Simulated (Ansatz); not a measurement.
**Si and a variant**

Base: a COD entry whose atoms were relaxed with PBE, the cell held.

```
CELL_PARAMETERS angstrom
-3.31800 3.31800 3.31800
3.31800 -3.31800 3.31800
3.31800 3.31800 -3.31800
ATOMIC_POSITIONS crystal
Si 0.20332 0.20332 0.20332
Si 0.50000 0.00000 0.29668
Si 0.29668 0.50000 0.00000
Si 0.00000 0.29668 0.50000
Si 0.79668 0.79668 0.79668
Si 0.50000 0.00000 0.70332
Si 0.70332 0.50000 0.00000
Si 0.00000 0.70332 0.50000
```

Sites (sets of like atoms) are named by element and the number of their first atom in this list.

Method: Kohn–Sham DFT in Ansatz, PBE, plane waves and PAW, scalar-relativistic, 420 eV cutoff, Γ-centred 10×10×10 k-points, Fermi–Dirac smearing 0.05 eV.

Problem. Variant: z compressed by 2 %, ions relaxed. What happens to the gradients (10²¹ V/m²)?

Solution. 

```json
{"site": "Si", "atoms": "1, 2, 3, 4, 5, …", "V_zz base": "-1.06", "η base": "0.00", "V_zz variant": "-0.85", "η variant": "0.17"}
```

The largest change of V_zz is on Si, from -1.06 to -0.85. Where |V_zz| stays above 0.1, η moves most on Si, from 0.00 to 0.17.

The run finds no gap above 0.1 eV (a metal, or nearly one), so the gradients can move by 10 % or more with the k-mesh. Semilocal functionals make gaps too small and can close them, so the real compound need not be a metal.
